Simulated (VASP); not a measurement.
Set up this calculation in VASP 6.6.1, as the native input.

* Task: relaxation of cell and atoms
* Functional: PBE
* Potentials or basis: VASP PAW PBE potentials, release 64 (Ge_d, Pt)
* Cutoff: 520 eV
* k mesh: 8 × 8 × 4
* Occupations: gaussian, width 0.15 eV
* Spin: no spin polarisation
* Further INCAR settings: PREC = Normal; ALGO = Fast; EDIFF = 0.0001; IBRION = 2; EDIFFG = -0.08; NSW = 24; ISIF = 3

The structure of GePt lies in POSCAR:

```
GePt
1.0
    2.8131322000      0.0000000000      0.0000000000
   -1.4065661000      2.4362439500      0.0000000000
    0.0000000000      0.0000000000      5.5317813200
Ge Pt
1 1
Direct
    0.0000000000      0.0000000000      0.0000000000
    0.0000000000      0.0000000000      0.5000000000
```

The cell was built by a generator and needn't be a form met in nature.

The input as run:

INCAR

```
SYSTEM = GePt
PREC = Normal
ENCUT = 520
EDIFF = 1E-4
ISMEAR = 0
SIGMA = 0.15
LREAL = .False.
LASPH = .True.
NELM = 60
ALGO = Fast
ISIF = 3
LWAVE = .False.
LCHARG = .False.
GGA = PE
IBRION = 2
NSW = 24
EDIFFG = -0.08
```

KPOINTS

```
Automatic mesh
0
Gamma
  8 8 4
  0 0 0
```

Potentials or basis: VASP PAW PBE potentials, release 64 (Ge_d, Pt).

Launch:

```console
$ cat potpaw_PBE.64/Ge_d/POTCAR potpaw_PBE.64/Pt/POTCAR > POTCAR
$ mpirun -np 1 vasp_std > vasp.out
```

It gave:

```
Relaxed volume                         : 17.31 Å³/atom
Relaxed cell                           : a = 2.808 Å, b = 2.808 Å, c = 5.071 Å, α = 90.00°, β = 90.00°, γ = 120.00°
Space group after relaxing (to 0.05 Å) : P6/mmm (No. 191)
Energy gained by relaxing              : 92.4 meV/atom
Ionic steps                            : 13
Pressure after relaxing                : -0.3 GPa
Band gap on the k mesh                 : none (metal or under the smearing width)
```

Run time: 45 s on 1 thread of Intel(R) Xeon(R) Platinum 8375C CPU @ 2.90GHz (Ice Lake) (shared host), peak memory 0.15 GiB.
